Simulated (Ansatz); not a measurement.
Level of theory: DFT PBE, scalar-relativistic, plane waves, PAW in Ansatz 0.2.0. All cells share a 420 eV cutoff and Γ-centred k meshes spaced at most about 0.3 Å⁻¹ (about 0.25 or finer for metals, 2π included). No spin polarisation.

All energies are static (0 K, no zero-point motion).

Question: Which of these relaxed structures of In3SbAs2 is the lowest in energy?
A.

```
CELL_PARAMETERS angstrom
6.55596 0.00000 0.00000
0.00000 3.00727 0.00000
-2.77947 0.00000 7.79478
ATOMIC_POSITIONS crystal
In 0.65429 0.00000 0.68629
In 0.34571 0.00000 0.31371
In 0.00000 0.50000 0.00000
Sb 0.00000 0.00000 0.50000
As 0.67127 0.00000 0.15563
As 0.32873 0.00000 0.84437
```

B.

```
CELL_PARAMETERS angstrom
5.53443 0.00000 0.00000
0.00000 5.53443 0.00000
0.00000 0.00000 10.29192
ATOMIC_POSITIONS crystal
In 0.00000 0.00000 0.68154
In 0.00000 0.00000 0.00000
In 0.00000 0.00000 0.31846
In 0.50000 0.50000 0.68154
In 0.50000 0.50000 0.00000
In 0.50000 0.50000 0.31846
Sb 0.50000 0.00000 0.55854
Sb 0.00000 0.50000 0.44146
As 0.50000 0.00000 0.96228
As 0.50000 0.00000 0.21021
As 0.00000 0.50000 0.78979
As 0.00000 0.50000 0.03772
```

C.

```
CELL_PARAMETERS angstrom
2.96173 0.00000 0.00000
0.00000 6.00744 0.00000
0.00000 0.00000 8.85074
ATOMIC_POSITIONS crystal
In 0.00000 0.00000 0.50000
In 0.00000 0.00000 0.83391
In 0.00000 0.00000 0.16609
Sb 0.00000 0.50000 0.50000
As 0.00000 0.50000 0.84611
As 0.00000 0.50000 0.15389
```

D.

```
CELL_PARAMETERS angstrom
4.48101 0.00000 0.00000
-2.24050 3.88066 0.00000
0.00000 0.00000 10.99113
ATOMIC_POSITIONS crystal
In 0.00000 0.00000 0.00025
In 0.33333 0.66667 0.67895
In 0.66667 0.33333 0.31995
Sb 0.33333 0.66667 0.41821
As 0.00000 0.00000 0.75587
As 0.66667 0.33333 0.07677
```

Answer: D. The next of these, B, lies 192 meV/atom higher. Forms: D P3m1; B P4/nmm; A P2/m; C Pmmm. Counting As or Sb atoms around In (for each partner element, those within 1.25 times its shortest distance or 1.15 times the sum of covalent radii, where it is the nearest in units of that sum or under 1.3; a plus sign parts groups by distance over the sum of covalent radii; the shortest distance is added where it exceeds 1.18 times the sum of covalent radii; a slash parts the counts of unlike sites): D has In 4; B has In 4/4+2; A has In 2/4 from 3.2 Å; C has In 2. B holds As–As pairs (shortest 2.55 Å); A holds Sb–Sb chains (shortest 3.01 Å); C holds Sb–Sb chains (shortest 2.96 Å) (bonds between like non-metal atoms; other contacts aren't counted). All come from invented guesses. Shaken at random and relaxed again, D came back.

The k mesh leaves some 4 meV/atom of noise in the energy of each metallic cell. Weakly bound directions are ill-defined at this level, which has no dispersion term (P4/nmm), and this can change margins and order among such cells. Spin–orbit coupling, which can matter for Sb, is left out. Cells without such a test can be saddle points. Some types were kept out of the candidates beforehand, so the set may lack a known form.
